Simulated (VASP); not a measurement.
# Ga2O3 (C2/m) in VASP: further runs

Runs on Ga2O3. Level: PBE. Tasks: single point.

Everything below comes from runs of VASP 6.6.1. Logs are shortened: lines on timing, memory, paths and dates and some standing lists are left out, and cuts for length are marked.

## Step 1: The structure

The structure is monoclinic, space group C2/m (No. 12). Conventional cell: a = 12.214 Å, b = 3.037 Å, c = 5.798 Å, α = 90.00°, β = 103.83°, γ = 90.00°. Around Ga (site symmetry m) lie 6 O at 1.94 to 2.07 Å. Ga (site symmetry m) is surrounded by 4 O at 1.83 to 1.86 Å. O (site symmetry m) is surrounded by 3 Ga at 1.83 to 1.94 Å. Around O (site symmetry m) lie 4 Ga at 1.86 to 2.07 Å. O (site symmetry m) has 3 Ga at 1.83 to 1.94 Å as nearest neighbours.

## Step 2: Single point, PBE

Contents of INCAR:

```
PREC = Accurate
ENCUT = 460
EDIFF = 1E-7
ISMEAR = 0
SIGMA = 0.05
LREAL = F
LASPH = T
NELM = 100
ALGO = Normal
ISIF = 2
LWAVE = F
LCHARG = F
GGA = PE
ADDGRID = F
```

Contents of KPOINTS:

```
Automatic mesh
0
Gamma
  3 3 2
```

Contents of POSCAR:

```
Ga2O3
1.0
    6.1070000000     -1.5185500000      0.0000000000
    6.1070000000      1.5185500000      0.0000000000
   -1.3859888959      0.0000000000      5.6300087380
Ga O
4 6
Direct
    0.3413400000      0.3413400000      0.6859800000
    0.6586600000      0.6586600000      0.3140200000
    0.9095000000      0.9095000000      0.2054000000
    0.0905000000      0.0905000000      0.7946000000
    0.5041000000      0.5041000000      0.7434000000
    0.4959000000      0.4959000000      0.2566000000
    0.8267000000      0.8267000000      0.4368000000
    0.1733000000      0.1733000000      0.5632000000
    0.8355000000      0.8355000000      0.8902000000
    0.1645000000      0.1645000000      0.1098000000
```

Potentials or basis: VASP PAW PBE potentials, release 64 (Ga_d, O).

Started as:

```
cat potpaw_PBE.64/Ga_d/POTCAR potpaw_PBE.64/O/POTCAR > POTCAR
mpirun -np 1 vasp_std > vasp.out
```

OUTCAR:

```text
PREC = Accurate
   ENCUT = 460
   EDIFF = 1E-7
   ISMEAR = 0
   LREAL = F
   LASPH = T
   NELM = 100
   ISIF = 2
   GGA = PE

 Found      8 irreducible k-points:

 Following reciprocal coordinates:
            Coordinates               Weight
  0.000000  0.000000  0.000000      1.000000
  0.333333 -0.000000 -0.000000      4.000000
  0.333333  0.333333 -0.000000      2.000000
 -0.333333  0.333333  0.000000      2.000000
  0.000000  0.000000  0.500000      1.000000
  0.333333 -0.000000  0.500000      4.000000
   k-points           NKPTS =      8   k-points in BZ     NKDIM =      8   number of bands    NBANDS=     52
   number of dos      NEDOS =    301   number of ions     NIONS =     10
   total plane-waves  NPLWV =  96768
   dimension x,y,z NGX =    48 NGY =   48 NGZ =   42
   dimension x,y,z NGXF=    96 NGYF=   96 NGZF=   84
   ions per type =               4   6
   NGX,Y,Z   is equivalent  to a cutoff of  12.68, 12.68, 12.04 a.u.
   NGXF,Y,Z  is equivalent  to a cutoff of  25.36, 25.36, 24.08 a.u.
 SYSTEM =  unknown system
   PREC   = accura    normal or accurate (medium, high low for compatibility)
   ISTART =      0    job   : 0-new  1-cont  2-samecut
   ICHARG =      2    charge: 1-file 2-atom 10-const
   ISPIN  =      1    spin polarized calculation?
   LNONCOLLINEAR =      F non collinear calculations
   LSORBIT =      F    spin-orbit coupling
   LASPH  =      T    aspherical Exc in radial PAW
   ENCUT  =  460.0 eV  33.81 Ry    5.81 a.u.  11.01 11.01 10.14*2*pi/ulx,y,z
   NELM   =    100;   NELMIN=  2; NELMDL= -5     # of ELM steps
   EDIFF  = 0.1E-06   stopping-criterion for ELM
   LREAL  =      F    real-space projection
   EDIFFG = 0.1E-05   stopping-criterion for IOM
   NSW    =      0    number of steps for IOM
   IBRION =     -1    ionic relax: 0-MD 1-quasi-New 2-CG
   NFREE  =      0    steps in history (QN), initial steepest desc. (CG)
   ISIF   =      2    stress and relaxation
   ISYM   =      2    0-nonsym 1-usesym 2-fastsym
   POTIM  = 0.5000    time-step for ionic-motion
   TEBEG  =    0.0;   TEEND  =   0.0 temperature during run
   PSTRESS=    0.0 pullay stress
   NELECT =      88.0000    total number of electrons
   NUPDOWN=      -1.0000    fix difference up-down
   EMIN   =  10.00;   EMAX   =-10.00  energy-range for DOS
   EFERMI =   0.00;   METHOD = LEGACY
   ISMEAR =     0;   SIGMA  =   0.05  broadening in eV -4-tet -1-fermi 0-gaus
   EFERMI_NEDOS =   21; number of points for ismear=-14 and -15
   IALGO  =     38    algorithm
   IMIX   =      4    mixing-type and parameters
     AMIX     =   0.40;   BMIX     =  1.00
     AMIX_MAG =   1.60;   BMIX_MAG =  1.00
  volume/ion in A,a.u.               =      10.44        70.47
  Fermi-wavevector in a.u.,A,eV,Ry     =   1.546335  2.922150 32.533613  2.391153
  Thomas-Fermi vector in A             =   2.651586
   LORBIT       =      0    0 simple, 1 ext, 2 COOP (PROOUT), +10 PAW based schemes
   GGA     = PE    functional components
   LHFCALC =     F    Hartree Fock is set to
   AEXX    =    0.0000 exact exchange contribution
   IVDW    =     0    specifies the selected vdW correction
   LEPSILON=     F    determine dielectric tensor
   LRPA    =     F    only Hartree local field effects (RPA)
 non-spin polarized calculation
 Gauss-broadening in eV      SIGMA  =   0.05
  energy-cutoff  :      460.00
  volume of cell :      104.42
 maximum number of plane-waves:      2353
 NGX is ok and might be reduce to    48
   NGX = 21   NGY = 21   NGZ = 21

 number of electron      88.0000029 magnetization

 Free energy of the ion-electron system (eV)
  ---------------------------------------------------
  ext. energy  EPLUGINS =         0.00000000
  ---------------------------------------------------
  free energy    TOTEN  =       -59.38987087 eV

  energy without entropy =      -59.38987087  energy(sigma->0) =      -59.38987087

 E-fermi :   4.2044     XC(G=0): -11.6395

 val. band max:        3.8919534934   @ k =   0.0000   0.0000   0.0000
 cond. band min:       6.3276144243   @ k =   0.0000   0.0000   0.0000
 fundamental gap:      2.4356609309
 Fermi energy:         4.2043790660

 k-point     1 :       0.0000    0.0000    0.0000
  band No.  band energies     occupation
      1     -15.0425      2.00000
      2     -13.8781      2.00000
      3     -13.8431      2.00000
      4     -13.7168      2.00000
      5     -13.2424      2.00000
      6     -13.2267      2.00000
[... 44 lines left out ...]
     51      13.3242      0.00000
     52      13.3935      0.00000

 k-point     2 :       0.3333   -0.0000   -0.0000
  band No.  band energies     occupation
      1     -14.3098      2.00000
      2     -13.7481      2.00000
      3     -13.6409      2.00000
      4     -13.4872      2.00000
      5     -13.2366      2.00000
      6     -13.2284      2.00000
[... 44 lines left out ...]
     51      13.3456      0.00000
     52      14.0926      0.00000

 k-point     3 :       0.3333    0.3333   -0.0000
  band No.  band energies     occupation
      1     -14.8456      2.00000
      2     -14.3180      2.00000
      3     -13.8618      2.00000
      4     -13.4771      2.00000
      5     -13.2515      2.00000
      6     -13.2282      2.00000
[... 44 lines left out ...]
     51      13.1523      0.00000
     52      13.6357      0.00000

 k-point     4 :      -0.3333    0.3333    0.0000
  band No.  band energies     occupation
      1     -14.0739      2.00000
      2     -14.0474      2.00000
      3     -13.6067      2.00000
      4     -13.4880      2.00000
      5     -13.2265      2.00000
      6     -13.2254      2.00000
[... 44 lines left out ...]
     51      13.5925      0.00000
     52      14.2127      0.00000

 k-point     5 :       0.0000    0.0000    0.5000
  band No.  band energies     occupation
      1     -14.7613      2.00000
      2     -14.3055      2.00000
      3     -13.8665      2.00000
      4     -13.5637      2.00000
      5     -13.3403      2.00000
      6     -13.1885      2.00000
[... 44 lines left out ...]
     51      13.7889      0.00000
     52      13.8587      0.00000

 k-point     6 :       0.3333   -0.0000    0.5000
  band No.  band energies     occupation
      1     -14.1372      2.00000
      2     -13.8586      2.00000
      3     -13.6621      2.00000
      4     -13.4553      2.00000
      5     -13.3362      2.00000
      6     -13.2297      2.00000
[... 44 lines left out ...]
     51      13.3282      0.00000
     52      14.0427      0.00000

 [... further k-points ...]

------------------------ aborting loop because EDIFF is reached ----------------------------------------

  FORCE on cell =-STRESS in cart. coord.  units (eV):
  Direction    XX          YY          ZZ          XY          YZ          ZX
  --------------------------------------------------------------------------------------
  -------------------------------------------------------------------------------------
  Total        5.4629928      7.0311933      5.6688438      0.0000000      0.0000000      0.0004320
  in kB       83.8195126    107.8806470     86.9779152      0.0000000      0.0000000      0.0066283
  external PRESSURE =      92.8926916 kB  Pullay stress =       0.0000000 kB

 VOLUME and BASIS-vectors are now :
 -----------------------------------------------------------------------------
  energy-cutoff  :      460.00
  volume of cell :      104.42
      direct lattice vectors                 reciprocal lattice vectors
     6.107000000 -1.518550000  0.000000000     0.081873260 -0.329261467  0.020155462
     6.107000000  1.518550000  0.000000000     0.081873260  0.329261467  0.020155462
    -1.385988896  0.000000000  5.630008738     0.000000000  0.000000000  0.177619618

 POSITION                                       TOTAL-FORCE (eV/Angst)
 -----------------------------------------------------------------------------------
      3.21837      0.00000      3.86207         0.030535      0.000000     -0.053147
      7.60965      0.00000      1.76794        -0.030535      0.000000      0.053147
     10.82395      0.00000      1.15640        -0.116112      0.000000     -0.080845
      0.00406      0.00000      4.47360         0.116112      0.000000      0.080845
      5.12673      0.00000      4.18535        -0.171122      0.000000     -0.052222
      5.70128      0.00000      1.44466         0.171122      0.000000      0.052222
      9.49191      0.00000      2.45919         0.016696      0.000000      0.021693
      1.33610      0.00000      3.17082        -0.016696      0.000000     -0.021693
      8.97099      0.00000      5.01183        -0.206879      0.000000      0.119081
      1.85702      0.00000      0.61817         0.206879      0.000000     -0.119081
 -----------------------------------------------------------------------------------
    total drift:                                0.000000      0.000000      0.000000

  FREE ENERGIE OF THE ION-ELECTRON SYSTEM (eV)
  ---------------------------------------------------
  free  energy   TOTEN  =       -59.3898708692 eV

  energy  without entropy=      -59.3898708692  energy(sigma->0) =      -59.38987087
```

Wall time 52 s (1 thread of AMD EPYC 9R45 (Zen 5), shared host); peak memory 0.26 GiB.

These settings aren't checked as converged: the numbers below hold their error.

Results:

| Quantity | Value |
| --- | --- |
| Free energy | -59.3899 eV |
| Pressure | 9.3 GPa |
| Largest force | 0.239 eV/Å |
| Band gap on the k mesh | 2.44 eV, direct |

Caveat: the k mesh is coarse (spacing up to 0.71 Å⁻¹), so the values aren't converged; the cutoff is under 1.25 times the usual one of these potentials, so pressure, stress and relaxed cells hold a basis-set (Pulay) error.

## Step 3: Single point, PBE

Changes to INCAR since step 2:

```diff
@@ -1,3 +1,3 @@
 PREC = Accurate
-ENCUT = 460
+ENCUT = 520
 EDIFF = 1E-7
```

KPOINTS is that of step 2.

POSCAR is that of step 2.

Potentials or basis: VASP PAW PBE potentials, release 64 (Ga_d, O).

Started as:

```
cat potpaw_PBE.64/Ga_d/POTCAR potpaw_PBE.64/O/POTCAR > POTCAR
mpirun -np 1 vasp_std > vasp.out
```

Run time: 55 s. Hardware: 1 thread of AMD EPYC 9R45 (Zen 5), shared host; peak memory 0.29 GiB.

These settings aren't checked as converged: the numbers below hold their error.

Results:

```yaml
Free_energy: -59.3725 eV
Pressure: 10.3 GPa
Largest_force: 0.240 eV/Å
Band_gap_on_the_k_mesh: 2.43 eV, direct
```

Caveat: the k mesh is coarse (spacing up to 0.71 Å⁻¹), so the values aren't converged.
